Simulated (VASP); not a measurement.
Here is a VASP 6.6.1 calculation.

The input INCAR:

```
ALGO = Normal
EDIFF = 1E-7
EDIFFG = -0.01
ENCUT = 600
GGA = PE
IBRION = 2
ISIF = 4
ISMEAR = 0
IVDW = 12
KPAR = 2
LASPH = T
LCHARG = F
LREAL = F
LWAVE = F
NELM = 80
NSW = 40
PREC = Accurate
SIGMA = 0.03
```

The input KPOINTS:

```
k-points
0
Gamma
  4 8 6
```

POSCAR

```
GeS                                     
1.0
   10.5859244427      0.0000000000      0.0000000000
    0.0000000000      3.6595134891      0.0000000000
    0.0000000000      0.0000000000      4.3201578207
  Ge              S             
     4     4
Direct
     0.1247307389281593    0.2500000000000000    0.1326890020419413
     0.3752692610718407    0.7500000000000000    0.6326890020419412
     0.6247307389281593    0.2500000000000000    0.3673109979580587
     0.8752692610718407    0.7500000000000000    0.8673109979580588
     0.8495031896761398    0.2500000000000000    0.4964264727104492
     0.6504968103238602    0.7500000000000000    0.9964264727104492
     0.3495031896761398    0.2500000000000000    0.0035735272895508
     0.1504968103238602    0.7500000000000000    0.5035735272895508
```

Potentials or basis: VASP PAW PBE potentials, release 64 (Ge_d, S).

Run with:

```bash
$ cat potpaw_PBE.64/Ge_d/POTCAR potpaw_PBE.64/S/POTCAR > POTCAR
$ mpirun -np 2 vasp_std > vasp.out
```

Q: Estimate the dispersion energy per atom.

A: -0.328 eV.

Q: What does it give for the energy gained by relaxing?

A: 0.6 meV/atom.

Forces on the atoms (eV/Å):
```
Ge   0.004  0.000  0.000
Ge  -0.004  0.000  0.000
Ge   0.004  0.000  0.000
Ge  -0.004  0.000  0.000
S    0.001  0.000 -0.005
S   -0.001  0.000 -0.005
S    0.001  0.000  0.005
S   -0.001  0.000  0.005
```
